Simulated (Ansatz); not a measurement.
# Perturbing TiO2

Base: a structure deposited in the COD, its atoms then relaxed with PBE in this cell.

```
CELL_PARAMETERS angstrom
4.51500 0.00000 0.00000
0.00000 5.49700 0.00000
0.00000 0.00000 4.93900
ATOMIC_POSITIONS crystal
Ti 0.00000 0.17453 0.25000
Ti 0.50000 0.32547 0.75000
Ti 0.00000 0.82547 0.75000
Ti 0.50000 0.67453 0.25000
O 0.27040 0.38191 0.41969
O 0.22960 0.11809 0.91969
O 0.77040 0.11809 0.58031
O 0.72960 0.38191 0.08031
O 0.72960 0.61809 0.58031
O 0.77040 0.88191 0.08031
O 0.22960 0.88191 0.41969
O 0.27040 0.61809 0.91969
```

Atom numbers follow the list; atoms alike are taken as one site, whose name carries the number of the first.

The numbers come from a DFT calculation in Ansatz (PBE, plane waves and PAW (field gradients read without the response of the frozen cores, which leaves them typically 4 to 6 % off), scalar-relativistic, 420 eV cutoff, Γ-centred 5×4×4 k-points, Fermi–Dirac smearing 0.02 eV).

**Question.** Variant: z stretched by 1 %, ions at fixed fractional positions. What happens to the gradients (10²¹ V/m²)?

**Answer.** 

| site | atoms | V_zz base | η base | V_zz variant | η variant |
| --- | --- | --- | --- | --- | --- |
| Ti | 1, 2, 3, 4 | 2.73 | 0.69 | -2.68 | 0.88 |
| O | 5, 6, 7, 8, 9, … | -2.82 | 0.50 | -2.89 | 0.42 |

The largest change of V_zz along a kept axis is on O, from -2.82 to -2.89. The whole tensor moves most on Ti, by 0.59 along its most changed direction. In per cent, |V_zz| changes by +2 on O (all sites that start above 0.5, bar those whose gradient vanishes or changes sign or whose main axis turns by over 40°). On Ti the largest principal value lies along another axis in the second run, so the two V_zz can't be compared directly.

For the base: At this cell the PBE pressure is 5 GPa, so with PBE the cell would grow if it were relaxed.
